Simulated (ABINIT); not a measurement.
SiC (Moissanite):

```
CELL_PARAMETERS angstrom
3.07600 0.00000 0.00000
-1.53800 2.66389 0.00000
0.00000 0.00000 5.04800
ATOMIC_POSITIONS crystal
Si 0.66667 0.33333 0.50000
Si 0.33333 0.66667 0.00000
C 0.66667 0.33333 0.88500
C 0.33333 0.66667 0.38500
```

```yaml
Program: ABINIT 10.8.3 (patched build)
Task: relaxation of cell and atoms
Functional: AM05
Potentials_or_basis: JTH PAW PBE v2.0
Cutoff: 626 eV
k_mesh: 10 × 10 × 5
Occupations: fermi-dirac, width 0.05 eV
Spin: no spin polarisation
```

At the start: pressure -0.5 GPa; volume 10.34 Å³/atom.

Q: Where does the relaxation end?

A: Over 5 steps the energy falls by 8.9 meV/atom and the volume is 10.30 Å³/atom (-0.4 %); space group P6_3mc (No. 186, to 0.05 Å).

Step by step:
```csv
step,energy change (eV),largest force (eV/Å),pressure (GPa),volume (Å³)
1,0.0000,0.7409,-0.52,41.36
2,-0.0212,0.4703,-0.39,41.30
3,-0.0332,0.0372,0.18,41.18
4,-0.0347,0.0214,0.10,41.19
5,-0.0356,0.0012,0.00,41.22
```

Final structure:
```
Si C
1.0
     3.07267    0.00000    0.00000
    -1.53634    2.66101    0.00000
     0.00000    0.00000    5.04073
Si C
2 2
Cartesian
  1.5363 0.8870 2.5433
  0.0000 1.7740 0.0229
  1.5363 0.8870 4.4382
  0.0000 1.7740 1.9178
```

Caveat: the PAW data sets were made with another functional, which shifts forces and pressure a little.
